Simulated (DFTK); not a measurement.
## I under changes of volume

One of the cells (40.553 Å³/atom); the others are scaled copies at fixed shape and fractional positions:

```
CELL_PARAMETERS angstrom
0.00000 2.36560 3.90984
2.19225 0.00000 3.90984
2.19225 2.36560 0.00000
ATOMIC_POSITIONS crystal
I 0.00000 0.00000 0.00000
```

| Property | Result |
| --- | --- |
| Program | DFTK 0.8.2 |
| Functional | rSCAN |
| Potentials or basis | cp2k.nc.sr.pbe.v0_1.semicore.gth (PBE, GTH) |
| Cutoff | 707 eV |
| k mesh | 5 × 5 × 5 |
| Occupations | fermi-dirac, width 0.05 eV |
| Spin | no spin polarisation |

| volume (Å³/atom) | energy over the lowest point (meV/atom) | pressure (GPa) |
| --- | --- | --- |
| 38.120 | ? | ? |
| 38.931 | 5.97 | 1.2 |
| 39.742 | 1.40 | 0.6 |
| 40.553 | 0.00 | 0.0 |
| 41.364 | 1.39 | -0.5 |
| 42.175 | 5.21 | -1.0 |
| 42.986 | 11.18 | -1.4 |

Q: What does the run at 38.120 Å³/atom give?

A: Energy over the lowest point 14.15 meV/atom; pressure 2.0 GPa.

Worked out: A Birch-Murnaghan fit of order 3 (a polynomial in V^(-2/3)) to the other rows has its minimum at 40.54 Å³/atom with B0 = V·E''(V) = 28 GPa and B' = 5.5 at fixed shape and positions, which overstates the stiffness. It gives 14.15 meV/atom at 38.120 Å³/atom, against the run's 14.15, and -dE/dV = 2.0 GPa, against 2.0.

Energies are extrapolated to zero smearing.

Caveats: all runs use coarse meshes; GTH potentials come without recommended cutoffs, and this one wasn't checked for convergence; the potentials were made for another functional, which shifts forces and pressure; an odd number of electrons without spin polarisation forces a metal; a magnetic or distorted state may lie lower.
